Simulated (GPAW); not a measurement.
Write an ASE script for GPAW 26.7.0 that does the following.

```
Task                : phonons
Functional          : PBE
Dispersion          : D4
Potentials or basis : GPAW PAW data sets (gpaw-data 1.2.1)
Cutoff              : 800 eV
Basis               : pw
k mesh              : 5 × 5 × 8
Occupations         : fermi-dirac, width 0.05 eV
Spin                : no spin polarisation
Maxiter             : 150
Convergence         : density=1e-06 eigenstates=1e-09
Supercell           : 1 × 1 × 1
Supercell k mesh    : 5 × 5 × 8
Displacement        : 0.02
Relaxed first       : cell
```

The structure of TaN lies in POSCAR:

```
TaN
1.0
    5.1960000000      0.0000000000      0.0000000000
   -2.5980000000      4.4998679981      0.0000000000
    0.0000000000      0.0000000000      2.9110000000
Ta N
3 3
Direct
    0.0000000000      0.0000000000      0.0000000000
    0.6666666667      0.3333333333      0.5000000000
    0.3333333333      0.6666666667      0.5000000000
    0.0000000000      0.3928500000      0.0000000000
    0.6071500000      0.6071500000      0.0000000000
    0.3928500000      0.0000000000      0.0000000000
```

These files were run (other wordings do the same):

run.py

```python
import json
import numpy as np
from ase import Atoms
from ase.calculators.mixing import SumCalculator
from ase.constraints import FixSymmetry
from ase.filters import FrechetCellFilter
from ase.io import read, write
from ase.optimize import BFGS
from dftd4.ase import DFTD4
from phonopy import Phonopy
from phonopy.structure.atoms import PhonopyAtoms
from gpaw import GPAW, PW

atoms = read('POSCAR')

calc = GPAW(mode=PW(800),
            xc='PBE',
            kpts={'size': (5, 5, 8), 'gamma': True},
            occupations={'name': 'fermi-dirac', 'width': 0.05},
            nbands=49,
            convergence={'density': 1e-06, 'eigenstates': 1e-09},
            maxiter=150,
            txt='gpaw.txt')
atoms.calc = SumCalculator([calc, DFTD4(method='pbe')])
atoms.set_constraint(FixSymmetry(atoms))
BFGS(FrechetCellFilter(atoms), trajectory='relax.traj', logfile='-').run(fmax=0.005, steps=40)
atoms.set_constraint()
energy = atoms.get_potential_energy()
forces = atoms.get_forces()
stress = atoms.get_stress()
calc.write('gs.gpw')
write('result.traj', atoms)
print('Cell:', atoms.cell.cellpar().round(4))
print(atoms.get_scaled_positions().round(5))

def force_constants(scale):
    unit = PhonopyAtoms(symbols=atoms.get_chemical_symbols(), cell=atoms.cell[:] * scale**(1 / 3),
                        scaled_positions=atoms.get_scaled_positions())
    ph = Phonopy(unit, supercell_matrix=np.diag([1, 1, 1]), primitive_matrix=np.eye(3), symprec=1e-4)
    ph.generate_displacements(distance=0.02)
    forces = []
    for i, sc in enumerate(ph.supercells_with_displacements):
        a = Atoms(sc.symbols, cell=sc.cell, scaled_positions=sc.scaled_positions, pbc=True)
        c = GPAW(mode=PW(800),
                 xc='PBE',
                 kpts={'size': (5, 5, 8), 'gamma': True},
                 occupations={'name': 'fermi-dirac', 'width': 0.05},
                 nbands=49,
                 convergence={'density': 1e-06, 'eigenstates': 1e-09},
                 maxiter=150,
                 txt=f'disp-{scale:.3f}-{i:02d}.txt')
        a.calc = SumCalculator([c, DFTD4(method='pbe')])
        f = a.get_forces()
        forces.append(f - f.mean(axis=0))
        print(f'displacement {i}: drift', f.mean(axis=0).round(5), flush=True)
    ph.forces = forces
    ph.produce_force_constants()
    ph.symmetrize_force_constants()
    return ph

qpoints = [[0.0, 0.0, 0.0]]
results = {}
for scale in [1.0]:
    ph = force_constants(scale)
    ph.run_qpoints(qpoints)
    nu = ph.qpoints.frequencies * 33.35641  # THz to cm^-1
    results[f'{scale:.3f}'] = nu.tolist()
    for qp, f in zip(qpoints, nu):
        print(scale, np.round(qp, 4), f.round(2))
json.dump(results, open('phonons.json', 'w'))
```

Potentials or basis: GPAW PAW data sets (gpaw-data 1.2.1), pw.

Launch:

```bash
$ OMP_NUM_THREADS=1 python run.py
```

Results of the run:

```
Relaxed volume                         : 11.36 Å³/atom
Relaxed cell                           : a = 5.204 Å, b = 5.204 Å, c = 2.907 Å, α = 90.00°, β = 90.00°, γ = 120.00°
Space group after relaxing (to 0.05 Å) : P-62m (No. 189)
Pressure after relaxing                : 0.0 GPa
Band gap on the k mesh                 : none (metal or under the smearing width)
Highest phonon frequency at Γ          : 698 cm⁻¹
Dispersion energy per atom             : -0.300 eV
```

Caveat: pairwise dispersion overbinds metals, which lowers pressure and volume.

Wall time 50 min on 1 thread of Arm Neoverse V1, with other jobs on the host, peak memory 1.6 GiB.
